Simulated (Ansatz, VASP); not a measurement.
This is a calculation of Ni for Ansatz 0.2.0. 

File input.yaml:

```yaml
crystal:
  lattice:
    - [0.0, 1.737572933, 1.737572933]
    - [1.737572933, 0.0, 1.737572933]
    - [1.737572933, 1.737572933, 0.0]
  atoms:
    - { symbol: Ni, position: [0.0, 0.0, 0.0], spin: 1.0 }
kpoints:
  mp_grid: { grid: [13, 13, 13] }
scf:
  occupations: { method: fermi_dirac, width: 0.05 }
hamiltonian:
  xc: pbe
  pseudopotentials: { kind: all_electron, lapw: { basis_error: 0.001 } }
magnetization:
  spin_polarized: true
output:
  forces: true
  stress: true
relax:
  f_tol: 0.02
  max_steps: 60
  cell: {}
```

Potentials or basis: all-electron LAPW, scalar-relativistic.

Command:

```sh
$ ansatz run input.yaml --threads 2 --pin off --max-ram 6144MiB --backend cpu --events-out ev --progress --plain --runs-dir out
```

What does the same run look like in VASP 6.6.1? Potentials or basis there: PBE PAW files Ni, 600 eV.

As run (cutoffs and basis follow the program's own potentials, and thresholds, step limits or extra output files can differ):

INCAR

```
SYSTEM = Ni
PREC     = Accurate       ! precision mode
ENCUT    = 600            ! plane-wave cutoff, eV
EDIFF    = 1E-6           ! SCF threshold, eV
ISMEAR   = -1             ! smearing method
SIGMA    = 0.05           ! smearing width, eV
LREAL    = .False.        ! projectors in reciprocal space
LASPH    = .True.         ! aspherical terms in the spheres
NELM     = 150            ! most SCF steps
ALGO     = Fast           ! electronic algorithm
ISIF     = 3              ! what is computed and relaxed
LWAVE    = .False.        ! write WAVECAR
LCHARG   = .False.        ! write CHGCAR
ISPIN    = 2              ! spin polarisation
MAGMOM   = 1              ! initial moments
LORBIT   = 11             ! projections on sites
LMAXMIX  = 4              ! l up to which the mixer works
GGA      = PE             ! functional
IBRION   = 2              ! ionic algorithm
NSW      = 60             ! ionic steps
EDIFFG   = -0.01          ! ionic threshold
```

KPOINTS

```
regular mesh
0
Gamma
  13 13 13
  0 0 0
```

Contents of POSCAR:

```
Ni
1.0
    0.0000000000      1.7375729330      1.7375729330
    1.7375729330      0.0000000000      1.7375729330
    1.7375729330      1.7375729330      0.0000000000
Ni
1
Direct
    0.0000000000      0.0000000000      0.0000000000
```

Potentials or basis: VASP PAW PBE potentials, release 64 (Ni).

Command:

```sh
$ cat potpaw_PBE.64/Ni/POTCAR > POTCAR
$ mpirun -np 1 vasp_std > vasp.out
```

Both were run:

|  | Ansatz | VASP |
| --- | --- | --- |
| Relaxed volume | 10.89 Å³/atom | 10.88 Å³/atom |
| Relaxed cell | a = 2.488 Å, b = 2.488 Å, c = 2.488 Å, α = 60.00°, β = 60.00°, γ = 60.00° | a = 2.487 Å, b = 2.487 Å, c = 2.487 Å, α = 60.00°, β = 60.00°, γ = 60.00° |
| Space group after relaxing | Fm-3m (No. 225) | Fm-3m (No. 225) |
| Pressure after relaxing | 0.0 GPa | 0.0 GPa |
| Net moment | 0.63 μB per cell | 0.63 μB per cell |

Where Ansatz's input types no cutoff or centring, it takes its own default and a Γ-centred mesh.

The magnetic state is the one that the start led to; the real crystal's order can differ.

Pressure is positive in compression.
